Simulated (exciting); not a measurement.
# RbCl (Fm-3m) in exciting: band structure with PBEsol+TS

Aim: the band structure of RbCl with PBEsol+TS.

Everything below comes from runs of exciting (release sodium). Logs are shortened: lines on timing, memory, paths and dates and some standing lists are left out, and cuts for length are marked.

## (1) The crystal as given

It takes space group Fm-3m (No. 225, cubic). The conventional cell has a = 6.548 Å, b = 6.548 Å, c = 6.548 Å, α = 90.00°, β = 90.00°, γ = 90.00°. Around Rb (site symmetry m-3m) lie 6 Cl at 3.27 Å. Cl (site symmetry m-3m) is surrounded by 6 Rb at 3.27 Å.

## (2) Band structure, PBEsol+TS, collinear spin, ferromagnetic start

File input.xml:

```xml
<input>
  <title>RbCl</title>
  <structure speciespath="./" tshift="false" cartesian="true">
    <crystal scale="1">
      <basevect>0.000000000000 6.186963332025 6.186963332025</basevect>
      <basevect>6.186963332025 0.000000000000 6.186963332025</basevect>
      <basevect>6.186963332025 6.186963332025 0.000000000000</basevect>
    </crystal>
    <species speciesfile="Rb.xml" rmt="2.3">
      <atom coord="0.000000000000 0.000000000000 0.000000000000" bfcmt="0 0 -8"/>
    </species>
    <species speciesfile="Cl.xml" rmt="1.9">
      <atom coord="6.186963332025 6.186963332025 6.186963332025" bfcmt="0 0 0"/>
    </species>
  </structure>
  <groundstate do="fromscratch" ngridk="5 5 5" rgkmax="6.5" gmaxvr="14" lmaxapw="10" lmaxmat="10" lmaxvr="8" xctype="GGA_PBE_SOL" stype="Methfessel-Paxton 1" swidth="0.00099958" nempty="20" ValenceRelativity="iora*" epsengy="1e-05" epspot="1e-05" maxscl="90" outputlevel="high" reducek="false" fracinr="0.05" nosym="true">
    <spin reducebf="0.5"/>
  </groundstate>
  <properties>
    <bandstructure>
      <plot1d>
        <path steps="80">
          <point coord="0 0 0" label="G"/>
          <point coord="0.5 0 0.5" label="X"/>
          <point coord="0.5 0.25 0.75" label="W"/>
          <point coord="0.375 0.375 0.75" label="K"/>
          <point coord="0 0 0" label="G"/>
          <point coord="0.5 0.5 0.5" label="L"/>
          <point coord="0.625 0.25 0.625" label="U"/>
          <point coord="0.5 0.25 0.75" label="W"/>
          <point coord="0.5 0.5 0.5" label="L"/>
          <point coord="0.375 0.375 0.75" label="K" breakafter="true"/>
          <point coord="0.625 0.25 0.625" label="U"/>
          <point coord="0.5 0 0.5" label="X"/>
        </path>
      </plot1d>
    </bandstructure>
    <TSvdW/>
  </properties>
</input>
```

Potentials or basis: all-electron LAPW+lo, shipped species files, valence relativity iora*.

Run with:

```console
$ OMP_NUM_THREADS=1 exciting_smp
```

INFO.OUT:

```text
================================================================================
EXCITING SODIUM started
[... 10 lines left out ...]

 Lattice vectors (cartesian) :
      0.0000000000      6.1869633320      6.1869633320
      6.1869633320      0.0000000000      6.1869633320
      6.1869633320      6.1869633320      0.0000000000

 Reciprocal lattice vectors (cartesian) :
     -0.5077761876      0.5077761876      0.5077761876
      0.5077761876     -0.5077761876      0.5077761876
      0.5077761876      0.5077761876     -0.5077761876

 Unit cell volume                           :     473.6555407822
 Brillouin zone volume                      :       0.5236932583

 Species :    1 (Rb)
     parameters loaded from                 :    Rb.xml
     name                                   :    rubidium
     nuclear charge                         :     -37.00000000
     electronic charge                      :      37.00000000
     atomic mass                            :  155798.26850000
     muffin-tin radius                      :       2.30000000
     # of radial points in muffin-tin       :     400

     atomic positions (cartesian) :
       1 :   0.00000000  0.00000000  0.00000000

     magnetic fields (cartesian) :
       1 :   0.00000000  0.00000000 -8.00000000

 Species :    2 (Cl)
     parameters loaded from                 :    Cl.xml
     name                                   :    chlorine
     nuclear charge                         :     -17.00000000
     electronic charge                      :      17.00000000
     atomic mass                            :   64626.31859000
     muffin-tin radius                      :       1.90000000
     # of radial points in muffin-tin       :     300

     atomic positions (cartesian) :
       1 :   6.18696333  6.18696333  6.18696333

     magnetic fields (cartesian) :
       1 :   0.00000000  0.00000000  0.00000000

 Total number of atoms per unit cell        :       2

 Spin treatment                             :    spin-polarised
 Global magnetic field (cartesian) :        0.00000000   0.00000000   0.00000000
 collinear magnetisation in z-direction

 Number of Bravais lattice symmetries       :       1
 Number of crystal symmetries               :       1

 k-point grid                               :       5    5    5
 Total number of k-points                   :     125
 k-point set is not reduced

 R^MT_min * |G+k|_max (rgkmax)              :       6.50000000
 Species with R^MT_min                      :       2 (Cl)
 Maximum |G+k| for APW functions            :       3.42105263
 Maximum |G| for potential and density      :      14.00000000
 Polynomial order for pseudochg. density    :       9

 G-vector grid sizes                        :      40    40    40
 Total number of G-vectors                  :   22123

 Maximum angular momentum used for
     APW functions                          :      10
     computing H and O matrix elements      :      10
     potential and density                  :       8
     inner part of muffin-tin               :       2

 Total nuclear charge                       :     -54.00000000
 Total electronic charge                    :      54.00000000
 Total core charge                          :      38.00000000
 Total valence charge                       :      16.00000000

 Effective Wigner radius, r_s               :       1.27936191

 Number of empty states                     :      20
 Total number of valence states             :      58

 Maximum Hamiltonian size                   :     343
 Maximum number of plane-waves              :     331
 Total number of local-orbitals             :      12

 Exchange-correlation type                  :      22
     PBEsol, Phys. Rev. Lett. 100, 136406 (2008)
     Generalised gradient approximation (GGA)

 Smearing scheme                            :    Methfessel-Paxton order 1, Phys. Rev. B 40, 3616 (1989)
 Smearing width                             :       0.00099958

 Using multisecant Broyden potential mixing
[... 6 lines left out ...]
* Groundstate module started                                                   *
********************************************************************************
 Output level for this task is set to high

++++++++++++++++++++++++++++++++++++++++++++++++++++++++++++++++++++++++++++++++
[... 5 lines left out ...]
+ SCF iteration number :    1                                                  +
++++++++++++++++++++++++++++++++++++++++++++++++++++++++++++++++++++++++++++++++
 Total energy                               :     -3441.69107211
 _______________________________________________________________
 Fermi energy                               :         0.14561633
 Kinetic energy                             :      3526.88747301
 Coulomb energy                             :     -6841.94805455
 Exchange energy                            :      -123.77582452
 Correlation energy                         :        -2.85466605
 No external B-field energy in total energy
 Sum of eigenvalues                         :     -2009.55812069
 Effective potential energy                 :     -5536.44559371
 Coulomb potential energy                   :     -5370.39097972
 xc potential energy                        :      -166.05402518
 xc effective B-field energy                :        -0.00001880
 External B-field energy                    :         0.00000000
 Non-physical muffin-tin B-field energy     :        -0.00057001
 Hartree energy                             :      1143.69515810
 Electron-nuclear energy                    :     -7657.78129592
 Nuclear-nuclear energy                     :      -327.86191673
 Madelung energy                            :     -4156.75256469
 Core-electron kinetic energy               :         0.00000000

 DOS at Fermi energy (states/Ha/cell)       :         1.75870174

 Electron charges :
     core                                   :        38.00000000
     core leakage                           :         0.00063705
     valence                                :        16.00000000
     interstitial                           :         4.26322418
     charge in muffin-tin spheres :
                  atom     1    Rb          :        34.80999977
                  atom     2    Cl          :        14.92677605
     total charge in muffin-tins            :        49.73677582
     total charge                           :        54.00000000

 Moments :
     interstitial                           :        -0.03041993
     moment in muffin-tin spheres :
                  atom     1    Rb          :         0.03901092
                  atom     2    Cl          :        -0.00859905
     total moment in muffin-tins            :         0.03041187
     total moment                           :        -0.00000807
[... 646 lines left out ...]
 Exchange energy                            :      -123.67926860
 Correlation energy                         :        -2.85358847
 No external B-field energy in total energy
 Sum of eigenvalues                         :     -2008.99772494
 Effective potential energy                 :     -5536.12610399
 Coulomb potential energy                   :     -5370.20034842
 xc potential energy                        :      -165.92575557
 xc effective B-field energy                :        -0.00000000
 External B-field energy                    :         0.00000000
 Non-physical muffin-tin B-field energy     :        -0.00000000
 Hartree energy                             :      1143.12055478
 Electron-nuclear energy                    :     -7656.44145799
 Nuclear-nuclear energy                     :      -327.86191673
 Madelung energy                            :     -4156.08264573
 Core-electron kinetic energy               :         0.00000000

 DOS at Fermi energy (states/Ha/cell)       :         3.51730920

 Electron charges :
     core                                   :        38.00000000
     core leakage                           :         0.00063517
     valence                                :        16.00000000
     interstitial                           :         4.42669603
     charge in muffin-tin spheres :
                  atom     1    Rb          :        34.86464813
                  atom     2    Cl          :        14.70865585
     total charge in muffin-tins            :        49.57330397
     total charge                           :        54.00000000

 Moments :
     interstitial                           :        -0.00000235
     moment in muffin-tin spheres :
                  atom     1    Rb          :         0.00000326
                  atom     2    Cl          :        -0.00000091
     total moment in muffin-tins            :         0.00000235
     total moment                           :        -0.00000001

 RMS change in effective potential (target) :  0.247758E-06  ( 0.100000E-04)
 Absolute change in total energy   (target) :  0.129985E-07  ( 0.100000E-04)
 Charge distance                   (target) :  0.699722E-08  ( 0.100000E-04)

++++++++++++++++++++++++++++++++++++++++++++++++++++++++++++++++++++++++++++++++
| Convergency criteria checked for the last 2 iterations                       +
| Convergence targets achieved. Performing final SCF iteration                 +
++++++++++++++++++++++++++++++++++++++++++++++++++++++++++++++++++++++++++++++++
 Total energy                               :     -3440.58729875
 _______________________________________________________________
 Fermi energy                               :         0.16725637
 Kinetic energy                             :      3527.12837877
 Coulomb energy                             :     -6841.18282042
 Exchange energy                            :      -123.67926862
 Correlation energy                         :        -2.85358847
 No external B-field energy in total energy
 Sum of eigenvalues                         :     -2008.99772539
 Effective potential energy                 :     -5536.12610416
 Coulomb potential energy                   :     -5370.20034855
 xc potential energy                        :      -165.92575561
 xc effective B-field energy                :         0.00000000
 External B-field energy                    :         0.00000000
 Non-physical muffin-tin B-field energy     :        -0.00000000
 Hartree energy                             :      1143.12055514
 Electron-nuclear energy                    :     -7656.44145883
 Nuclear-nuclear energy                     :      -327.86191673
 Madelung energy                            :     -4156.08264615
 Core-electron kinetic energy               :         0.00000000

 DOS at Fermi energy (states/Ha/cell)       :         3.51730910

 Electron charges :
     core                                   :        38.00000000
     core leakage                           :         0.00063517
     valence                                :        16.00000000
     interstitial                           :         4.42669601
     charge in muffin-tin spheres :
                  atom     1    Rb          :        34.86464813
                  atom     2    Cl          :        14.70865586
     total charge in muffin-tins            :        49.57330399
     total charge                           :        54.00000000

 Moments :
     interstitial                           :        -0.00000109
     moment in muffin-tin spheres :
                  atom     1    Rb          :         0.00000155
                  atom     2    Cl          :        -0.00000043
     total moment in muffin-tins            :         0.00000112
     total moment                           :         0.00000003

++++++++++++++++++++++++++++++++++++++++++++++++++++++++++++++++++++++++++++++++
[... 9 lines left out ...]
| EXCITING SODIUM stopped                                                      =
================================================================================
```

Wall time 8.9 min (1 thread of Arm Neoverse V1, shared host); peak memory 0.18 GiB.

What came out:

```
Band gap on the k mesh                            : 4.91 eV, direct
Band gap along the path                           : 4.91 eV, direct
Net moment                                        : 0.00 μB per cell
All electrons inside the program's atomic spheres : Rb 34.86; Cl 14.71 (radii Rb 2.3, Cl 1.9 bohr)
Dispersion energy per atom                        : -0.912 eV
```

Levels at the corners of the path, in eV from the valence-band top:
Spin up:
```csv
point,band 4,band 5,band 6,band 7,band 8,band 9,band 10,band 11,band 12,band 13
Γ,-7.89,-7.89,0.00,0.00,0.00,4.91,7.92,7.92,7.92,8.90
X,-8.00,-8.00,-0.32,-0.10,-0.10,6.09,8.02,9.65,10.02,10.39
W,-8.09,-7.88,-0.46,-0.24,-0.24,7.59,7.59,9.31,9.35,11.57
K,-7.96,-7.95,-0.42,-0.28,-0.23,6.85,8.65,9.04,9.73,10.82
Γ,-7.89,-7.89,0.00,0.00,0.00,4.91,7.92,7.92,7.92,8.90
L,-7.90,-7.86,-0.91,-0.36,-0.36,7.66,7.94,10.16,10.16,11.26
U,-7.96,-7.95,-0.42,-0.28,-0.23,6.85,8.65,9.04,9.73,10.82
W,-8.09,-7.88,-0.46,-0.24,-0.24,7.59,7.59,9.31,9.35,11.57
L,-7.90,-7.86,-0.91,-0.36,-0.36,7.66,7.94,10.16,10.16,11.26
K,-7.96,-7.95,-0.42,-0.28,-0.23,6.85,8.65,9.04,9.73,10.82
U,-7.96,-7.95,-0.42,-0.28,-0.23,6.85,8.65,9.04,9.73,10.82
X,-8.00,-8.00,-0.32,-0.10,-0.10,6.09,8.02,9.65,10.02,10.39
```
Spin down:
```tsv
point	band 6	band 7	band 8	band 9	band 10	band 11
Γ	0.00	0.00	0.00	4.91	7.92	7.92
X	-0.32	-0.10	-0.10	6.09	8.02	9.65
W	-0.46	-0.24	-0.24	7.59	7.59	9.31
K	-0.42	-0.28	-0.23	6.85	8.65	9.04
Γ	0.00	0.00	0.00	4.91	7.92	7.92
L	-0.91	-0.36	-0.36	7.66	7.94	10.16
U	-0.42	-0.28	-0.23	6.85	8.65	9.04
W	-0.46	-0.24	-0.24	7.59	7.59	9.31
L	-0.91	-0.36	-0.36	7.66	7.94	10.16
K	-0.42	-0.28	-0.23	6.85	8.65	9.04
U	-0.42	-0.28	-0.23	6.85	8.65	9.04
X	-0.32	-0.10	-0.10	6.09	8.02	9.65
```

Caveat: the dispersion energy is computed afterwards and isn't part of the total energy.
